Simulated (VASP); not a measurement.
Crystal: Ta.

```
Ta
1.0
    -1.65128    1.65128    1.65128
     1.65128   -1.65128    1.65128
     1.65128    1.65128   -1.65128
Ta
1
Cartesian
  0.0000 0.0000 0.0000
```

| Property | Result |
| --- | --- |
| Program | VASP 6.6.1 |
| Task | relaxation of cell and atoms |
| Functional | PBE |
| Dispersion | ULG |
| Potentials or basis | VASP PAW PBE potentials, release 54 (Ta) |
| Cutoff | 580 eV |
| k mesh | 8 × 8 × 8 |
| Occupations | methfessel-paxton, width 0.2 eV |
| Spin | spin-orbit coupling, no magnetisation |
| Hubbard terms | Ta d U = 3 eV, J = 1.0 eV |

At the start: pressure 6.6 GPa; volume 18.01 Å³/atom.

Problem. How do energy, volume and symmetry change on relaxing?

Solution. Over 4 steps the energy falls by 12.9 meV/atom and the volume is 18.67 Å³/atom (+3.6 %); space group Im-3m (No. 229, to 0.05 Å).

Step by step:
```
step  energy change (eV)  largest force (eV/Å)  pressure (GPa)  volume (Å³)
   1              0.0000                0.0000            6.60        18.01
   2              0.0330                0.0000          -10.29        20.02
   3             -0.0129                0.0000           -0.15        18.68
   4             -0.0129                0.0000           -0.04        18.67
```

Final structure:
```
CELL_PARAMETERS angstrom
-1.67107 1.67107 1.67107
1.67107 -1.67107 1.67107
1.67107 1.67107 -1.67107
ATOMIC_POSITIONS crystal
Ta 0.00000 0.00000 0.00000
```

Caveat: the U is typed as a test and isn't derived for this compound.
